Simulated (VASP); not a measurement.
# Si (R-3m) in VASP: notebook

Runs on Si. Level: PBE. Tasks: single point, relaxation of cell and atoms.

Everything below comes from runs of VASP 6.6.1. Logs are shortened: lines on timing, memory, paths and dates and some standing lists are left out, and cuts for length are marked.

### Step 1. Starting point

It takes space group R-3m (No. 166, trigonal). Conventional cell: a = 2.837 Å, b = 2.837 Å, c = 18.929 Å, α = 90.00°, β = 90.00°, γ = 120.00°. Si (site symmetry -3m) is surrounded by 12 Si at 2.64 to 2.84 Å. Si (site symmetry 3m) has 12 Si at 2.64 to 2.84 Å as nearest neighbours.

The cell was built by a generator and needn't be a form met in nature.

### Step 2. Single point, PBE

INCAR

```
PREC = Accurate ; ENCUT = 520
EDIFF = 1E-6 ; ISMEAR = 0
SIGMA = 0.1 ; LREAL = F
LASPH = T ; NELM = 100
ALGO = Normal ; ISIF = 2
LWAVE = F ; LCHARG = T
GGA = PE ; LELF = T
LVHAR = T ; NBANDS = 13
```

KPOINTS

```
Automatic mesh
0
Gamma
  6 6 6
```

POSCAR

```
Si
1.0
    1.4183266842      0.8188712929      6.3098180037
   -1.4183266842      0.8188712929      6.3098180037
    0.0000000000     -1.6377425859      6.3098180037
Si
3
Direct
    0.0000000000      0.0000000000      0.0000000000
    0.2237103901      0.2237103901      0.2237103901
    0.7762896099      0.7762896099      0.7762896099
```

Potentials or basis: VASP PAW PBE potentials, release 64 (Si).

Started as:

```
cat potpaw_PBE.64/Si/POTCAR > POTCAR
mpirun -np 1 vasp_std > vasp.out
```

OUTCAR:

```text
PREC = Accurate
   ENCUT = 520
   EDIFF = 1E-6
   ISMEAR = 0
   LREAL = F
   LASPH = T
   NELM = 100
   ISIF = 2
   GGA = PE

 ion  position               nearest neighbor table
   1  0.000  0.000  0.000-   3 2.64   3 2.64   2 2.64   2 2.64   3 2.64   2 2.64
   2  0.224  0.224  0.224-   1 2.64   1 2.64   1 2.64   3 2.71   3 2.71   3 2.71
   3  0.776  0.776  0.776-   1 2.64   1 2.64   1 2.64   2 2.71   2 2.71   2 2.71

  LATTYP: Found a trigonal (rhomboedric) cell.
 ALAT       =     6.5188959201
 COS(alpha) =     0.9053251886

  Lattice vectors:

 A1 = (   1.4183266842,   0.8188712929,   6.3098180037)
 A2 = (  -1.4183266842,   0.8188712929,   6.3098180037)
 A3 = (   0.0000000000,  -1.6377425859,   6.3098180037)

Analysis of symmetry for initial positions (statically):
=====================================================================
 Subroutine PRICEL returns:
 Original cell was already a primitive cell.

 Routine SETGRP: Setting up the symmetry group for a
 trigonal (rhombohedral) supercell.

 Subroutine GETGRP returns: Found 12 space group operations
 (whereof 12 operations were pure point group operations)
 out of a pool of 12 trial point group operations.

The static configuration has the point symmetry D_3d.

Analysis of symmetry for dynamics (positions and initial velocities):
=====================================================================
 Subroutine PRICEL returns:
 Original cell was already a primitive cell.

 Routine SETGRP: Setting up the symmetry group for a
 trigonal (rhombohedral) supercell.

 Subroutine GETGRP returns: Found 12 space group operations
 (whereof 12 operations were pure point group operations)
 out of a pool of 12 trial point group operations.

The dynamic configuration has the point symmetry D_3d.

 Subroutine INISYM returns: Found 12 space group operations
 (whereof 12 operations are pure point group operations),
 and found     1 'primitive' translations

----------------------------------------------------------------------------------------

                                     Primitive cell

  volume of cell :      43.9704

  direct lattice vectors                    reciprocal lattice vectors
     1.418326684  0.818871293  6.309818004     0.352528092  0.203532189  0.052827725
    -1.418326684  0.818871293  6.309818004    -0.352528092  0.203532189  0.052827725
     0.000000000 -1.637742586  6.309818004     0.000000000 -0.407064378  0.052827725

  length of vectors
     6.518895920  6.518895920  6.518895920     0.410477985  0.410477985  0.410477985

  position of ions in fractional coordinates (direct lattice)
     0.000000000  0.000000000  0.000000000
     0.223710390  0.223710390  0.223710390
     0.776289610  0.776289610  0.776289610

  ion indices of the primitive-cell ions
   primitive index   ion index
                 1           1
                 2           2
                 3           3

----------------------------------------------------------------------------------------

 KPOINTS: Automatic mesh

Automatic generation of k-mesh.
 Grid dimensions read from file:
 generate k-points for:    6    6    6

 Generating k-lattice:

  Cartesian coordinates                     Fractional coordinates (reciprocal lattice)
     0.058754682  0.033922031  0.008804621     0.166666667 -0.000000000  0.000000000
    -0.058754682  0.033922031  0.008804621    -0.000000000  0.166666667  0.000000000
     0.000000000 -0.067844063  0.008804621     0.000000000  0.000000000  0.166666667

  Length of vectors
     0.068412998  0.068412998  0.068412998

  Shift w.r.t. Gamma in fractional coordinates (k-lattice)
     0.000000000  0.000000000  0.000000000

 Subroutine IBZKPT returns following result:
 ===========================================

 Found     32 irreducible k-points:

 Following reciprocal coordinates:
            Coordinates               Weight
  0.000000  0.000000  0.000000      1.000000
  0.166667  0.000000 -0.000000      6.000000
  0.333333  0.000000  0.000000      6.000000
  0.500000 -0.000000 -0.000000      3.000000
  0.166667  0.166667 -0.000000      6.000000
  0.333333  0.166667 -0.000000     12.000000
[... 16 lines left out ...]
  0.500000  0.500000  0.166667      6.000000
 -0.333333  0.500000  0.166667     12.000000
 [... further k-points ...]
   k-points           NKPTS =     32   k-points in BZ     NKDIM =     32   number of bands    NBANDS=     13
   number of dos      NEDOS =    301   number of ions     NIONS =      3
   total plane-waves  NPLWV = 110592
   dimension x,y,z NGX =    48 NGY =   48 NGZ =   48
   dimension x,y,z NGXF=    96 NGYF=   96 NGZF=   96
   ions per type =               3
   NGX,Y,Z   is equivalent  to a cutoff of  12.24, 12.24, 12.24 a.u.
   NGXF,Y,Z  is equivalent  to a cutoff of  24.48, 24.48, 24.48 a.u.
 SYSTEM =  unknown system
   PREC   = accura    normal or accurate (medium, high low for compatibility)
   ISTART =      0    job   : 0-new  1-cont  2-samecut
   ICHARG =      2    charge: 1-file 2-atom 10-const
   ISPIN  =      1    spin polarized calculation?
   LNONCOLLINEAR =      F non collinear calculations
   LSORBIT =      F    spin-orbit coupling
   LASPH  =      T    aspherical Exc in radial PAW
   ENCUT  =  520.0 eV  38.22 Ry    6.18 a.u.  12.12 12.12 12.12*2*pi/ulx,y,z
   NELM   =    100;   NELMIN=  2; NELMDL= -5     # of ELM steps
   EDIFF  = 0.1E-05   stopping-criterion for ELM
   LREAL  =      F    real-space projection
   EDIFFG = 0.1E-04   stopping-criterion for IOM
   NSW    =      0    number of steps for IOM
   IBRION =     -1    ionic relax: 0-MD 1-quasi-New 2-CG
   NFREE  =      0    steps in history (QN), initial steepest desc. (CG)
   ISIF   =      2    stress and relaxation
   ISYM   =      2    0-nonsym 1-usesym 2-fastsym
   POTIM  = 0.5000    time-step for ionic-motion
   TEBEG  =    0.0;   TEEND  =   0.0 temperature during run
   PSTRESS=    0.0 pullay stress
   NELECT =      12.0000    total number of electrons
   NUPDOWN=      -1.0000    fix difference up-down
   EMIN   =  10.00;   EMAX   =-10.00  energy-range for DOS
   EFERMI =   0.00;   METHOD = LEGACY
   ISMEAR =     0;   SIGMA  =   0.10  broadening in eV -4-tet -1-fermi 0-gaus
   EFERMI_NEDOS =   21; number of points for ismear=-14 and -15
   IALGO  =     38    algorithm
   IMIX   =      4    mixing-type and parameters
     AMIX     =   0.40;   BMIX     =  1.00
     AMIX_MAG =   1.60;   BMIX_MAG =  1.00
  volume/ion in A,a.u.               =      14.66        98.91
  Fermi-wavevector in a.u.,A,eV,Ry     =   1.061896  2.006692 15.342239  1.127623
  Thomas-Fermi vector in A             =   2.197328
   LORBIT       =      0    0 simple, 1 ext, 2 COOP (PROOUT), +10 PAW based schemes
   GGA     = PE    functional components
   LHFCALC =     F    Hartree Fock is set to
   AEXX    =    0.0000 exact exchange contribution
   IVDW    =     0    specifies the selected vdW correction
   LEPSILON=     F    determine dielectric tensor
   LRPA    =     F    only Hartree local field effects (RPA)
 non-spin polarized calculation
 Gauss-broadening in eV      SIGMA  =   0.10
  energy-cutoff  :      520.00
  volume of cell :       43.97
 maximum number of plane-waves:      1202
   NGX = 25   NGY = 25   NGZ = 25

 number of electron      12.0000000 magnetization

 Free energy of the ion-electron system (eV)
  ---------------------------------------------------
  ext. energy  EPLUGINS =         0.00000000
  ---------------------------------------------------
  free energy    TOTEN  =       -14.61479601 eV

  energy without entropy =      -14.60747828  energy(sigma->0) =      -14.61113715

 E-fermi :   9.8343     XC(G=0): -11.1362

 val. band max:        9.8064160757   @ k =   0.5000   0.3333   0.1667
 cond. band min:       9.8512641425   @ k =   0.0000   0.0000   0.0000
 fundamental gap:      0.0448480668
 Fermi energy:         9.8342578036

 k-point     1 :       0.0000    0.0000    0.0000
  band No.  band energies     occupation
      1      -4.3590      2.00000
      2      -0.8240      2.00000
      3      -0.6211      2.00000
      4       9.6780      1.97291
      5       9.8513      0.80994
      6      17.0079      0.00000
      7      17.0079      0.00000
      8      17.1763      0.00000
      9      17.1763      0.00000
     10      18.8756      0.00000
     11      18.8756      0.00000
     12      20.0215      0.00000
     13      20.0215      0.00000

 k-point     2 :       0.1667    0.0000   -0.0000
  band No.  band energies     occupation
      1      -3.6827      2.00000
      2      -0.4688      2.00000
      3       0.3519      2.00000
      4       9.6085      1.99859
      5      11.0989      0.00000
      6      11.9080      0.00000
      7      13.3572      0.00000
      8      14.7816      0.00000
      9      15.4871      0.00000
     10      16.8594      0.00000
     11      17.3176      0.00000
     12      18.4820      0.00000
     13      19.9421      0.00000

 k-point     3 :       0.3333    0.0000    0.0000
  band No.  band energies     occupation
      1      -1.6715      2.00000
      2       1.1218      2.00000
      3       2.7019      2.00000
      4       6.2727      2.00000
      5       8.1490      2.00000
      6      10.7388      0.00000
      7      11.2785      0.00000
      8      13.1864      0.00000
      9      13.6099      0.00000
     10      13.6277      0.00000
     11      15.5592      0.00000
     12      16.3101      0.00000
     13      17.1047      0.00000

 k-point     4 :       0.5000   -0.0000   -0.0000
  band No.  band energies     occupation
      1       1.2746      2.00000
      2       2.0275      2.00000
      3       3.9143      2.00000
      4       4.1003      2.00000
      5       6.2338      2.00000
      6       6.6319      2.00000
      7      12.6869      0.00000
      8      12.7998      0.00000
      9      12.9265      0.00000
     10      13.4605      0.00000
     11      15.1890      0.00000
     12      15.2113      0.00000
     13      17.0313      0.00000

 k-point     5 :       0.1667    0.1667   -0.0000
  band No.  band energies     occupation
      1      -3.6492      2.00000
      2      -0.8281      2.00000
      3       0.7754      2.00000
      4       8.9026      2.00000
      5      11.7542      0.00000
      6      12.3103      0.00000
      7      12.7754      0.00000
      8      14.4648      0.00000
      9      16.1866      0.00000
     10      16.9404      0.00000
     11      18.0783      0.00000
     12      18.9477      0.00000
     13      19.1885      0.00000
[... 257 lines left out ...]
 k-point    22 :      -0.1667    0.3333    0.1667
  band No.  band energies     occupation
      1       0.2757      2.00000
      2       2.9983      2.00000
      3       4.5060      2.00000
      4       4.9834      2.00000
      5       5.2991      2.00000
      6       8.2476      2.00000
      7      10.0491      0.00238
      8      11.2033      0.00000
      9      12.3191      0.00000
     10      12.6763      0.00000
     11      13.6105      0.00000
     12      15.7252      0.00000
     13      18.8444      0.00000

 k-point    23 :       0.5000    0.5000    0.1667
  band No.  band energies     occupation
      1      -1.1796      2.00000
      2      -0.3544      2.00000
      3       5.1101      2.00000
      4       6.3614      2.00000
      5       7.4308      2.00000
      6       7.9629      2.00000
      7      11.6954      0.00000
      8      12.5881      0.00000
      9      15.0458      0.00000
     10      15.4402      0.00000
     11      15.8326      0.00000
     12      16.1594      0.00000
     13      17.0759      0.00000

 k-point    24 :      -0.3333    0.5000    0.1667
  band No.  band energies     occupation
      1       0.9156      2.00000
      2       1.3470      2.00000
      3       4.3635      2.00000
      4       6.2412      2.00000
      5       7.4865      2.00000
      6       8.1215      2.00000
      7       8.6736      2.00000
      8       9.4724      2.00000
      9      10.8403      0.00000
     10      12.3471      0.00000
     11      15.0652      0.00000
     12      18.8360      0.00000
     13      19.3523      0.00000

 [... further k-points ...]

------------------------ aborting loop because EDIFF is reached ----------------------------------------

  FORCE on cell =-STRESS in cart. coord.  units (eV):
  Direction    XX          YY          ZZ          XY          YZ          ZX
  --------------------------------------------------------------------------------------
  -------------------------------------------------------------------------------------
  Total        0.0262284      0.0262284     -0.0911989      0.0000000      0.0000000      0.0000000
  in kB        0.9557013      0.9557013     -3.3230737      0.0000000      0.0000000      0.0000000
  external PRESSURE =      -0.4705571 kB  Pullay stress =       0.0000000 kB

 VOLUME and BASIS-vectors are now :
 -----------------------------------------------------------------------------
  energy-cutoff  :      520.00
  volume of cell :       43.97
      direct lattice vectors                 reciprocal lattice vectors
     1.418326684  0.818871293  6.309818004     0.352528092  0.203532189  0.052827725
    -1.418326684  0.818871293  6.309818004    -0.352528092  0.203532189  0.052827725
     0.000000000 -1.637742586  6.309818004     0.000000000 -0.407064378  0.052827725

 POSITION                                       TOTAL-FORCE (eV/Angst)
 -----------------------------------------------------------------------------------
      0.00000      0.00000      0.00000        -0.000000      0.000000     -0.000000
      0.00000     -0.00000      4.23472         0.000000     -0.000000      0.000406
      0.00000     -0.00000     14.69474         0.000000      0.000000     -0.000406
 -----------------------------------------------------------------------------------
    total drift:                                0.000000      0.000000     -0.000000

  FREE ENERGIE OF THE ION-ELECTRON SYSTEM (eV)
  ---------------------------------------------------
  free  energy   TOTEN  =       -14.6147960097 eV

  energy  without entropy=      -14.6074782844  energy(sigma->0) =      -14.61113715
```

Wall time 30 s (1 thread of Intel Xeon Platinum 8488C (Sapphire Rapids), shared host); peak memory 0.29 GiB.

What came out:

| Quantity | Value |
| --- | --- |
| Free energy | -14.6148 eV |
| Pressure | 0.0 GPa |
| Band gap on the k mesh | none (metal or under the smearing width) |

Levels at points of the mesh, in eV from the Fermi level:
```tsv
k point	band 3	band 4	band 5	band 6	band 7	band 8	band 9	band 10
(0.00, 0.00, 0.00)	-10.46	-0.16	0.02	7.17	7.17	7.34	7.34	9.04
(0.50, 0.00, 0.00)	-5.92	-5.73	-3.60	-3.20	2.85	2.97	3.09	3.63
(0.50, 0.50, 0.00)	-6.61	-6.46	-2.47	-1.60	1.10	1.70	2.16	4.59
(0.50, 0.50, 0.50)	-6.21	-6.02	6.70	6.70	7.12	7.23	8.03	8.03
```

Caveat: the k mesh is coarse (spacing up to 0.43 Å⁻¹), so the values aren't converged.

(Part 1 of 2 ends here.)
